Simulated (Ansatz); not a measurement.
# TiC (P-6m2) in Ansatz: settings compared, part 3 of 3

Ansatz 0.2.0.

## Step 5: Elastic constants, PBEsol

Contents of input.yaml:

```yaml
crystal:
  lattice:
    - [3.04209, 0.0, 0.0]
    - [-1.52104, 2.63452, 0.0]
    - [0.0, 0.0, 2.69797]
  atoms:
    - { symbol: Ti, position: [0.0, 0.0, 0.5] }
    - { symbol: C, position: [0.33333, 0.66667, 0.0] }
hamiltonian:
  xc: pbesol
  pseudopotentials: { kind: paw }
kpoints:
  mp_grid: { grid: [8, 8, 8] }
scf:
  occupations: { method: fermi_dirac, width: 0.05 }
output:
  forces: true
  stress: true
elastic:
  mode: relaxed_ion
  stencil: two_point
```

Potentials or basis: Ansatz PAW.

Launch:

```console
ansatz run input.yaml --threads 2 --pin off --max-ram 5632MiB --backend cpu --events-out ev --progress --plain --runs-dir out
```

The log of the run:

```text
Warning: the atoms were moved onto the symmetric positions of the space group found under crystal.symmetry.tolerance 1.0e-5 (fractional; no operation is sought that the atoms, as they stand in a round, miss by more than twice it, and no atom is moved by as much as it), and the run uses the moved positions. Before a round's move an operation carried an atom to 1.52e-5 Å from where it should land, the largest such distance. Atom 1 (counting from 0) moved farthest, by 1.76e-5 Å; the longest move in fractions of the cell, of whichever atom, is 0.47 of the tolerance, in 1 round. To run the atoms as typed, lower crystal.symmetry.tolerance until the operations that they miss are no longer found, or set crystal.symmetry.detect: false (a key that needs symmetry detection or time reversal refuses this as the deck is read). The positions used, in the order of the run's atom list: position: [-1.8503646491007004e-17, 5.5510939473021013e-17, 0.5]; position: [0.3333333333333333, 0.6666666666666667, 0.0]; The lattice was moved too: crystal.lattice keeps the space group found at crystal.symmetry.tolerance 1.0e-5 only nearly: the operation that it misses by the most changes a squared length by the fraction 6.65e-6. The run uses the lattice that is a stretch of the typed one, with no rotation, onto the one that keeps every operation to a double's rounding (on a very oblique basis the stretch itself rounds by more); the deck's lattice vector that moved farthest moved by 5.07e-6 Å. To run the lattice as typed, set crystal.symmetry.tolerance under 2.84e-6, the least fraction by which an operation that the lattice misses changes a squared length (the same key also sets how far an atom may lie from its image, so lowering it can lose operations that the atoms keep only within it), or set crystal.symmetry.detect: false, as for the atoms. crystal.lattice made exact, in Å and degrees: [[3.042085831189679, -2.886751345946343e-6, 0.0], [-1.5210404155948394, 2.6345250536786344, 0.0], [0.0, 0.0, 2.69797]]. Pasted over the deck's crystal.lattice, beside positions in fractional coordinates, it runs the same cell (given as lengths and angles, that cell in the form's own orientation, a rigid turn of the misfit's size from the one run here, for which a checkpoint.post_process_only pass over this run's state can be refused: where this run relaxes nothing, give such a pass this deck's own crystal.lattice, as typed; behind a relaxation, as crystal.lattice, the state's own cell, identity.cell in its checkpoint.json), and a matrix so pasted ends this notice, except on a very skew basis of the lattice, where the rounding of the pasted numbers themselves can read as a misfit: the cell is then moved again, and that move is told again. The lattice as run is in this notice's lattice.as_run_ang field (Run.prep()["deck_notices"] in Python, the deck_notice line of an events file, deck_notices of ansatz run --dry-run=json, or deck_notices in record.json in the deck's checkpoint.write directory).
Warning: RAYON_NUM_THREADS=2 ignored (pool sized by the plan → 2); use --threads N
Engine: ansatz 0.2.0, x86_64-unknown-linux-gnu
Pseudopotentials: kind: paw
Pseudopotential: Ti, paw, valence charge 12, recommended cutoff 420 eV (normal), Ti.paw.azcp
Pseudopotential: C, paw, valence charge 4, recommended cutoff 420 eV (normal), C.paw.azcp
Functional definition: PBEsol
  exchange = pbesol_x
[... 243 lines left out ...]
     2.000e-3       5.9240       -2720.9982062       9   35422    442   relax 2 steps, max|allowed force component| 1.94e-5 eV/Å
  strain η (Voigt 33):  stress-route row diagonal C_33 = 389.31 GPa, energy-path curvature d²(F+E_count+ΔE)/dδ²/Ω₀ = 389.40 GPa
         δ    σ_33 (GPa)             F (eV)   n_scf  n_hpsi   n_pw
    -2.000e-3       6.9330       -2721.0017052       7    9989    440   relax 0 steps, max|allowed force component| 1.85e-17 eV/Å
     2.000e-3       8.4902       -2720.9975287       5    7847    442   relax 0 steps, max|allowed force component| 1.48e-16 eV/Å
  strain η (Voigt 23):  stress-route row diagonal C_44 = -84.45 GPa, energy-path curvature d²(F+E_count+ΔE)/dδ²/Ω₀ = -87.57 GPa
         δ    σ_23 (GPa)             F (eV)   n_scf  n_hpsi   n_pw
    -2.000e-3       0.1689       -2720.9997423       9   54153    442   relax 1 steps, max|allowed force component| 2.68e-6 eV/Å
     2.000e-3      -0.1689       -2720.9997423       9   54137    442   relax 1 steps, max|allowed force component| 2.66e-6 eV/Å
```

elastic.tsv:

```text
# convention: tension-positive GPa; Voigt order 11 22 33 23 13 12; engineering shear strains; stresses and constants hold the Pulay correction, whose part of sigma0, of c and of each member's stress the lines and columns named pulay_correction_..._gpa give (of c_energy it is that of c and, on the columns of strains 1 to 3, that of sigma0; of a layer's constants it is that of c in the plane, times a tenth of its plane spacing in ang); where a line pulay_correction_withheld stands none holds it
[... 15 lines left out ...]
6	1.9994038617e-14	5.7831839020e-15	1.4336186633e-14	0.0000000000e0	0.0000000000e0	1.3172913080e2	2.2588083142e-14	8.3772284270e-15	1.6930231158e-14	0.0000000000e0	0.0000000000e0	1.3172913080e2	3.3398362357e-17	-8.2350010665e-18	2.6663525383e-18	0.0000000000e0	0.0000000000e0	3.5022886406e-2
```

elastic_members.tsv:

```text
# convention: tension-positive GPa; Voigt order 11 22 33 23 13 12; engineering shear strains; stresses and constants hold the Pulay correction, whose part of sigma0, of c and of each member's stress the lines and columns named pulay_correction_..._gpa give (of c_energy it is that of c and, on the columns of strains 1 to 3, that of sigma0; of a layer's constants it is that of c in the plane, times a tenth of its plane spacing in ang); where a line pulay_correction_withheld stands none holds it
[... 13 lines left out ...]
3	2.0000000000e-3	5.2386138436e0	5.2405482995e0	7.7108633860e0	-1.6889555377e-1	4.2810731035e-10	-7.9800243637e-11	-2.7209997423e3	-2.7209974169e3	9	54137	442	1	2.6550147519e-6	0.0000000000e0	-2.4205263543e-1	-2.4226294491e-1	-2.1628482040e-1	-3.7431471853e-4	2.4383689306e-9	-2.0044089445e-10	4.7174745835e-5	0.0000000000e0
```

Run time: 39 s. Hardware: 2 threads of Intel Xeon at 2.70GHz, shared host; peak memory 0.44 GiB.

What came out:

```
Free energy            : -2720.9997 eV
Pressure               : -6.1 GPa
Band gap on the k mesh : none (metal or under the smearing width)
Voigt bulk modulus     : 208 GPa
```

Elastic tensor in Voigt notation (GPa, in the Cartesian axes of the cell as first typed):
```
343  79 162   0   0   0
 79 343 162   0   0   0
159 159 389   0   0   0
  0   0   0 -84   0   0
  0   0   0   0 -84   0
  0   0   0   0   0 132
```

Caveat: the cell is more than 3 GPa from zero pressure, which shifts response properties; the elastic tensor has a negative eigenvalue, so either the cell is unstable as it stands or the mesh is too thin; the PAW data sets come from PBE, with cores solved anew for the run's functional, which leaves a small shift of forces and pressure.

## Step 6: Band structure, BLYP

Contents of input.yaml:

```yaml
crystal:
  lattice:
    - [3.04209, 0.0, 0.0]
    - [-1.52104, 2.63452, 0.0]
    - [0.0, 0.0, 2.69797]
  atoms:
    - { symbol: Ti, position: [0.0, 0.0, 0.5] }
    - { symbol: C, position: [0.33333, 0.66667, 0.0] }
hamiltonian:
  xc: blyp
  pseudopotentials: { kind: paw }
kpoints:
  mp_grid: { grid: [10, 10, 10] }
  band_path:
    path:
      - [[0.0, 0.0, 0.0], [0.5, 0.0, 0.0], [0.3333333333, 0.3333333333, 0.0], [0.0, 0.0, 0.0], [0.0, 0.0, 0.5], [0.5, 0.0, 0.5], [0.3333333333, 0.3333333333, 0.5], [0.0, 0.0, 0.5]]
      - [[0.5, 0.0, 0.5], [0.5, 0.0, 0.0]]
      - [[0.3333333333, 0.3333333333, 0.0], [0.3333333333, 0.3333333333, 0.5]]
    npoints: 14
scf:
  occupations: { method: fermi_dirac, width: 0.05 }
  n_extra_bands: 6
output:
  forces: true
  stress: true
  eigenvalues: true
  fatbands: false
```

Potentials or basis: Ansatz PAW.

Launch:

```console
ansatz run input.yaml --threads 2 --pin off --max-ram 5632MiB --backend cpu --events-out ev --progress --plain --runs-dir out
```

Wall time 2.6 s (2 threads of Intel Xeon at 2.70GHz, shared host); peak memory 0.34 GiB.

It converged, with:

- Free energy: -2758.0173 eV
- Pressure: 6.9 GPa
- Band gap on the k mesh: none (metal or under the smearing width)

Levels at the corners of the path, in eV from the Fermi level:
```csv
point,band 6,band 7,band 8,band 9,band 10,band 11
Γ,-1.59,-1.59,-0.88,2.29,3.25,3.25
M,-4.67,-0.66,-0.33,0.23,2.96,3.41
K,-3.44,-3.05,-0.29,1.82,2.19,2.39
Γ,-1.59,-1.59,-0.88,2.29,3.25,3.25
A,-5.40,-0.53,-0.53,1.12,1.12,4.62
L,-3.89,-2.45,-2.22,1.65,3.20,4.26
H,-4.36,-3.61,-0.35,1.17,4.00,4.69
A,-5.40,-0.53,-0.53,1.12,1.12,4.62
L,-3.89,-2.45,-2.22,1.65,3.20,4.26
M,-4.67,-0.66,-0.33,0.23,2.96,3.41
K,-3.44,-3.05,-0.29,1.82,2.19,2.39
H,-4.36,-3.61,-0.35,1.17,4.00,4.69
```

Caveat: the pressure holds a Pulay correction of +0.3 GPa for the finite cutoff; the PAW data sets come from PBE, with cores solved anew for the run's functional, which leaves a small shift of forces and pressure.

## Step 7: Overview

```tsv
task	level	U	k mesh	points for each segment of the path	hubbard projectors	double counting	atoms under strain	gap on the mesh (eV)	pressure (GPa)
band structure	LDA+U	Ti d U = 3 eV	10 × 10 × 10	14	ortho-atomic (the default)	fll (the default)	-	none	-7.7
density of states	PBE	-	10 × 10 × 10	-	-	-	-	none	0.1
band structure	PBEsol	-	10 × 10 × 10	14	-	-	-	none	-6.1
elastic constants	PBEsol	-	8 × 8 × 8	-	-	-	relaxed	none	-6.1
band structure	BLYP	-	10 × 10 × 10	14	-	-	-	none	6.9
```

Alike in all rows: potentials or basis Ansatz PAW; no spin polarisation; cell as given; cutoff (eV) 420; smearing fermi-dirac 0.05 eV.

Every run on the cell as given and a fine mesh finds a metal. The pressure there spans -7.7 GPa (LDA+U) to 6.9 GPa (BLYP); a positive pressure means that this level wants a larger cell, a negative one a smaller.

Caveats: the PAW data sets come from PBE, with cores solved anew for the run's functional, which leaves a small shift of forces and pressure (some runs); U without spin polarisation on a metal has little footing (some runs); the U is typed as a test and isn't derived for this compound (some runs); the cell is more than 3 GPa from zero pressure, which shifts response properties (some runs); the elastic tensor has a negative eigenvalue, so either the cell is unstable as it stands or the mesh is too thin (some runs).

Total energies depend on the potentials used, so only differences within one code and one set of settings carry meaning.
